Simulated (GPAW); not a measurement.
# SnTe (Fm-3m) in GPAW: notebook

One crystal, SnTe, is run at these levels: vdW-DF-cx, RPBE, LDA; tasks: equation of state, band structure.

All numbers are computed with GPAW 26.7.0; they aren't measurements. Logs are shortened: lines on timing, memory, paths and dates and some standing lists are left out, and cuts for length are marked. The log counts tension as positive stress, the text compression.

**What was measured.**

From a printed reference work, textbook, for a bulk crystal of SnTe at 300 K: band gap 0.18 eV (direct).

The results are compared with them further down.

## Step 1: The structure

The structure is cubic, space group Fm-3m (No. 225). Conventional cell: a = 6.302 Å, b = 6.302 Å, c = 6.302 Å, α = 90.00°, β = 90.00°, γ = 90.00°. Te (site symmetry m-3m) is surrounded by 6 Sn at 3.15 Å. Around Sn (site symmetry m-3m) lie 6 Te at 3.15 Å.

## Step 2: Equation of state, vdW-DF-cx

Input file run.py:

```python
from ase.eos import EquationOfState
from ase.io import Trajectory, read
from ase.units import GPa
from gpaw import GPAW, PW

atoms = read('POSCAR')

traj = Trajectory('eos.traj', 'w')
volumes, energies = [], []
for x in [0.94, 0.96, 0.98, 1.0, 1.02, 1.04, 1.06]:
    a = atoms.copy()
    a.set_cell(atoms.cell * x**(1 / 3), scale_atoms=True)
    calc = GPAW(mode=PW(600),
                xc={'name': 'vdW-DF-cx', 'backend': 'libvdwxc'},
                kpts={'size': (6, 6, 6), 'gamma': True},
                occupations={'name': 'fermi-dirac', 'width': 0.05},
                nbands=19,
                convergence={'density': 1e-05, 'energy': 1e-05},
                maxiter=150,
                txt=f'eos-{x:.2f}.txt')
    a.calc = calc
    energies.append(a.get_potential_energy(force_consistent=True))
    volumes.append(a.get_volume())
    calc.write(f'eos-{x:.2f}.gpw')
    traj.write(a)
    print(f'{x:.2f} {volumes[-1]:10.4f} A^3 {energies[-1]:14.6f} eV', flush=True)

v0, e0, B = EquationOfState(volumes, energies, eos='birchmurnaghan').fit()
print(f'V0 = {v0:.4f} A^3, E0 = {e0:.6f} eV, B0 = {B / GPa:.2f} GPa')
```

Input file POSCAR:

```
SnTe
1.0
    0.0000000000      3.1508500000      3.1508500000
    3.1508500000      0.0000000000      3.1508500000
    3.1508500000      3.1508500000      0.0000000000
Te Sn
1 1
Direct
    0.5000000000      0.5000000000      0.5000000000
    0.0000000000      0.0000000000      0.0000000000
```

Potentials or basis: GPAW PAW data sets (gpaw-data 1.2.1), pw.

Run with:

```
OMP_NUM_THREADS=1 python run.py
```

The program printed:

```text
__  _  _
 | _ |_)|_||  |
 |__||  | ||/\| - 26.7.0

Input parameters:
  mode=PW(ecut=600.0),
  convergence={'density': 1e-05, 'energy': 1e-05},
  kpts=MonkhorstPack(size=(6, 6, 6), gamma=True),
  maxiter=150,
  nbands=19,
  occupations=Occupations(name='fermi-dirac', width=0.05),
  xc=XC(name='vdW-DF-cx', backend='libvdwxc')

Diagonalizing LCAO Hamiltonian
Converting LCAO to pw mode

                Te

       Sn

Atoms  # Å, Bohr magnetons
|   | symbol |        x |        y |        z |    initial magnetic moments |
|---|--------|----------|----------|----------|-----------------------------|
| 0 |     Te | 3.108266 | 3.108266 | 3.108266 | ( 0.0000,  0.0000,  0.0000) |
| 1 |     Sn | 0.000000 | 0.000000 | 0.000000 | ( 0.0000,  0.0000,  0.0000) |

Unit cell  # Å
| periodic |        x |        y |        z |  lengths |    angles |
|----------|----------|----------|----------|----------|-----------|
|      yes | 0.000000 | 3.108266 | 3.108266 | 4.395752 | 60.000000 |
|      yes | 3.108266 | 0.000000 | 3.108266 | 4.395752 | 60.000000 |
|      yes | 3.108266 | 3.108266 | 0.000000 | 4.395752 | 60.000000 |

Number of symmetries: 48
Symmetry operations  # r_c * U_cc + t_c -> r_c
|    | kind |            matrix            |
|----|------|------------------------------|
|  0 |  σ   |  1, 0, 0,  1, 0,-1,  1,-1, 0 |
|  1 |  C2  |  1, 0, 0,  1,-1, 0,  1, 0,-1 |
|  2 |  E   |  1, 0, 0,  0, 1, 0,  0, 0, 1 |
|  3 |  σ   |  1, 0, 0,  0, 0, 1,  0, 1, 0 |
|  4 |  C4  |  1, 0,-1,  1, 0, 0,  1,-1, 0 |
|  5 |  S6  |  1, 0,-1,  1,-1, 0,  1, 0, 0 |
|  6 |  σ   |  1, 0,-1,  0, 1,-1,  0, 0,-1 |
|  7 |  C3  |  1, 0,-1,  0, 0,-1,  0, 1,-1 |
|  8 |  S6  |  1,-1, 0,  1, 0, 0,  1, 0,-1 |
|  9 |  C4  |  1,-1, 0,  1, 0,-1,  1, 0, 0 |
| 10 |  C3  |  1,-1, 0,  0,-1, 1,  0,-1, 0 |
| 11 |  σ   |  1,-1, 0,  0,-1, 0,  0,-1, 1 |
| 12 |  σ   |  0, 1, 0,  1, 0, 0,  0, 0, 1 |
| 13 |  C4  |  0, 1, 0,  0, 1,-1, -1, 1, 0 |
| 14 |  C3  |  0, 1, 0,  0, 0, 1,  1, 0, 0 |
| 15 |  S6  |  0, 1, 0, -1, 1, 0,  0, 1,-1 |
| 16 |  C2  |  0, 1,-1,  1, 0,-1,  0, 0,-1 |
| 17 |  σ   |  0, 1,-1,  0, 1, 0, -1, 1, 0 |
| 18 |  S4  |  0, 1,-1,  0, 0,-1,  1, 0,-1 |
| 19 |  C4  |  0, 1,-1, -1, 1, 0,  0, 1, 0 |
| 20 |  C3  |  0, 0, 1,  1, 0, 0,  0, 1, 0 |
| 21 |  σ   |  0, 0, 1,  0, 1, 0,  1, 0, 0 |
| 22 |  S6  |  0, 0, 1,  0,-1, 1, -1, 0, 1 |
| 23 |  C4  |  0, 0, 1, -1, 0, 1,  0,-1, 1 |
| 24 |  S4  |  0, 0,-1,  1, 0,-1,  0, 1,-1 |
| 25 |  C3  |  0, 0,-1,  0, 1,-1,  1, 0,-1 |
| 26 |  C2  |  0, 0,-1,  0,-1, 0, -1, 0, 0 |
| 27 |  S6  |  0, 0,-1, -1, 0, 0,  0,-1, 0 |
| 28 |  S4  |  0,-1, 1,  1,-1, 0,  0,-1, 0 |
| 29 |  C4  |  0,-1, 1,  0, 0, 1, -1, 0, 1 |
| 30 |  C2  |  0,-1, 1,  0,-1, 0,  1,-1, 0 |
| 31 |  σ   |  0,-1, 1, -1, 0, 1,  0, 0, 1 |
| 32 |  C3  |  0,-1, 0,  1,-1, 0,  0,-1, 1 |
| 33 |  S6  |  0,-1, 0,  0, 0,-1, -1, 0, 0 |
| 34 |  S4  |  0,-1, 0,  0,-1, 1,  1,-1, 0 |
| 35 |  C2  |  0,-1, 0, -1, 0, 0,  0, 0,-1 |
| 36 |  C2  | -1, 1, 0,  0, 1, 0,  0, 1,-1 |
| 37 |  S6  | -1, 1, 0,  0, 1,-1,  0, 1, 0 |
| 38 |  S4  | -1, 1, 0, -1, 0, 1, -1, 0, 0 |
| 39 |  C3  | -1, 1, 0, -1, 0, 0, -1, 0, 1 |
| 40 |  S6  | -1, 0, 1,  0, 0, 1,  0,-1, 1 |
| 41 |  C2  | -1, 0, 1,  0,-1, 1,  0, 0, 1 |
| 42 |  C3  | -1, 0, 1, -1, 1, 0, -1, 0, 0 |
| 43 |  S4  | -1, 0, 1, -1, 0, 0, -1, 1, 0 |
| 44 |  C2  | -1, 0, 0,  0, 0,-1,  0,-1, 0 |
| 45 |  i   | -1, 0, 0,  0,-1, 0,  0, 0,-1 |
| 46 |  σ   | -1, 0, 0, -1, 1, 0, -1, 0, 1 |
| 47 |  C2  | -1, 0, 0, -1, 0, 1, -1, 1, 0 |

BZ-sampling:
  Number of BZ points: 216
  Number of IBZ points: 16

  Monkhorst-Pack size: [6, 6, 6]
  Monkhorst-Pack shift: [0.08333333333333333, 0.08333333333333333, 0.08333333333333333]

K-points  # in reciprocal-cell coordinates
|     |                                coordinates |     weight |
|-----|--------------------------------------------|------------|
|   0 | (  0.00000000,   0.00000000,   0.00000000) | 0.00462963 |
|   1 | (  0.16666667,   0.16666667,   0.00000000) | 0.02777778 |
|   2 | (  0.16666667,   0.16666667,   0.16666667) | 0.03703704 |
|   3 | (  0.33333333,   0.16666667,   0.16666667) | 0.05555556 |
|   4 | (  0.33333333,   0.33333333,  -0.33333333) | 0.05555556 |
|   5 | (  0.33333333,   0.33333333,   0.00000000) | 0.02777778 |
|   6 | (  0.33333333,   0.33333333,   0.16666667) | 0.11111111 |
|   7 | (  0.33333333,   0.33333333,   0.33333333) | 0.03703704 |
|   8 | (  0.50000000,   0.33333333,  -0.33333333) | 0.11111111 |
|   9 | (  0.50000000,   0.33333333,  -0.16666667) | 0.05555556 |
| ... |                                            |            |
|  15 | (  0.50000000,   0.50000000,   0.50000000) | 0.01851852 |

Plane wave coefficients: 2044
Cutoff: 600.0 eV

Spin-components: 1 (collinear spins)
Bands:           19
Projectors:      11
Spin-degeneracy: 2
Datatype:        complex128

Parallelization:
  kpt:    1
  domain: 1
  band:   1

Density:
  Valence electrons: 20.0
  Components: 1
  Grid points: [25 25 25]
  Charge: 0.0  # |e|

Potential:
  Grid points: [25 25 25]

species:
  Te:
    name:    Tellurium
    Z:       52.0
    valence: 6
    core:    46
    charge:  0.0  # [|e|]
    compensation charges:
      type: gauss
      rc: 0.36  # [Å]
      lmax: 2
    cutoffs:
      filter: 2.09  # [Å]
      core: 3.17  # [Å]
    projectors
    | kind |    occ | energy [eV] | rcut [Å] |
    |------|--------|-------------|----------|
    |   5s |  2.000 |     -15.089 |    1.180 |
    |   5p |  4.000 |      -5.955 |    1.196 |
    |    s |        |      12.123 |    1.180 |
    |    p |        |      21.256 |    1.196 |
    |    d |        |       0.000 |    1.238 |

    Using partial waves for Te as LCAO basis

  Sn:
    name:    Tin
    Z:       50.0
    valence: 14
    core:    36
    charge:  0.0  # [|e|]
    compensation charges:
      type: gauss
      rc: 0.38  # [Å]
      lmax: 2
    cutoffs:
      filter: 2.23  # [Å]
      core: 2.35  # [Å]
    projectors
    | kind |    occ | energy [eV] | rcut [Å] |
    |------|--------|-------------|----------|
    |   5s |  2.000 |     -10.538 |    1.201 |
    |   5p |  2.000 |      -3.696 |    1.270 |
    |   4d | 10.000 |     -25.845 |    1.185 |
    |    s |        |      16.674 |    1.201 |
    |    p |        |      23.515 |    1.270 |
    |    d |        |       1.367 |    1.185 |

    Using partial waves for Sn as LCAO basis

Reference energy: -352801.376741  # eV

eigensolver:
  PPCG
  Converge bands: occupied
  niter=2

density mixing:
  MSR1-Mixer
  Pratt-step length: 0.05
  Maximum mixing coefficient: 0.75
  Old densities: 10
  SVD Regularization: 0.005
  Good broyden scale: 1.0
  Trust region scale: 1.0
  Backstep threshold: 4.0
  History deletion threshold: 6.0
  Fourier metric: weight=20.0, sigma=0.015

occupation numbers:
  Fermi-Dirac:
    width: 0.0500  # eV

poisson solver:
  ecut: 4800.0  # eV

xc functional:
  name: vdW-DF-cx with libvdwxc
  Mode: serial
  Semilocal: GGA_X_LV_RPW86+LDA_C_PW with 2 nearest neighbor stencil
  Local blocksize: 50 x 50 x 50
  PAW datasets: PBE

convergence criteria:
- Maximum integral of absolute [dens]ity change: 1e-05 electrons / valence electron
- Maximum [total energy] change in last 3 cyles: 1e-05 eV / valence electron
- Maximum integral of absolute [eigenst]ate change: 4e-08 eV^2 / valence electron
maximum number of iterations: 150

SCF iterations
|iter     | |      energy | eigst |  dens |
|---------|-|-------------|-------|-------|
|iter:   1| |   97.037215 | -0.12 |       |
|iter:   2| |   97.039516 | -2.24 | -1.51 |
|iter:   3| |   97.059287 | -2.58 | -1.55 |
|iter:   4| |   97.058662 | -3.85 | -2.12 |
|iter:   5| |   97.058510 | -4.96 | -2.64 |
|iter:   6| |   97.058489c| -6.42 | -3.26 |
|iter:   7| |   97.058489c| -7.51c| -4.21 |
|iter:   8| |   97.058489c| -7.48c| -4.70 |
|iter:   9| |   97.058489c| -8.28c| -5.65c|

Converged in 9 steps
Energy contributions relative to reference atoms: (reference = -352801.376741)

Energy contributions:
  Kinetic:          16.300689
  Coulomb:         -15.436900
  Zero:             -0.142771
  External:          0.000000
  Xc:               96.338145
  Entropy:          -0.001349
  Spinorbit:         0.000000
  ----------------------------
  Free energy:      97.057815
  Extrapolated:     97.058489

dipole moment: (-21.021208, -21.021208, -21.021208)  # |e|*Ang

Fermi level: 6.957
Eigenvalues  # (at kpt = [0.000, 0.000, 0.000])
| band index |      eig [eV] | occ [0-2] |
|------------|---------------|-----------|
|          0 |       -15.161 |     2.000 |
|        ... |               |           |
|          2 |       -15.150 |     2.000 |
|          3 |       -15.150 |     2.000 |
|          4 |       -15.150 |     2.000 |
|          5 |        -6.212 |     2.000 |
|          6 |         2.399 |     2.000 |
|          7 |         4.620 |     2.000 |
[... 9 lines left out ...]
|         17 |        13.845 |     0.000 |
|         18 |        13.845 |     0.000 |

Gap: 0.241 eV
Transition (v -> c):
  (s=0, k=15, n=9, [0.50, 0.50, 0.50]) -> (s=0, k=15, n=10, [0.50, 0.50, 0.50])
No difference between direct/indirect transitions
# Writing to eos-0.96.gpw (mode='')
```

Wall time 1.7 min (1 thread of Arm Neoverse V1, shared host); peak memory 0.35 GiB.

What came out:

```yaml
Equilibrium_volume: 31.60 Å³/atom
Bulk_modulus: 46 GPa
Pressure_derivative_of_the_bulk_modulus: "4.1 (rough: it moves with the points fitted)"
```

Energy against volume, from the lowest point:
| volume (Å³/atom) | energy (meV/atom) |
| --- | --- |
| 29.404 | 24.31 |
| 30.030 | 11.83 |
| 30.656 | 3.81 |
| 31.281 | 0.02 |
| 31.907 | 0.00 |
| 32.532 | 3.34 |
| 33.158 | 9.69 |

Caveat: the PAW data sets were made with another functional, which shifts forces and pressure a little.

(Continued in part 2 of 2.)
